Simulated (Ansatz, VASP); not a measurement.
**BAs in VASP and in Ansatz**

```
B As
1.0
     0.00000    2.38394    2.38394
     2.38394    0.00000    2.38394
     2.38394    2.38394    0.00000
B As
1 1
Direct
  0.00000 0.00000 0.00000
  0.75000 0.75000 0.75000
```

Alike in both runs: functional PBEsol; k mesh 10 × 10 × 10; no spin polarisation.

Ansatz relaxed the structure, and its values are those at the end. VASP's run is a single point on that final structure, the one shown.

|  | VASP | Ansatz |
| --- | --- | --- |
| version | VASP 6.6.1 | Ansatz 0.2.0 |
| potentials or method | VASP PAW PBE potentials, release 64 (B, As) | scalar-relativistic, plane waves, PAW |
| plane-wave cutoff (eV) | 520 | 420 |
| occupations | gaussian, width 0.01 eV | fixed |
| valence electrons in the cell | 8 | 18 |

```tsv
	VASP	Ansatz	Ansatz less VASP
gap on the k mesh at the Fermi level (eV)	1.07	1.08	+0.009
least direct gap on the mesh (eV)	3.25	3.25	+0.004
pressure (GPa)	0.9	0.0	-0.88
```

The two sets of potentials don't hold the same shells in valence.

Caveats: the PAW data sets were made with another functional, which shifts forces and pressure a little (VASP). A k mesh can miss the band edges.
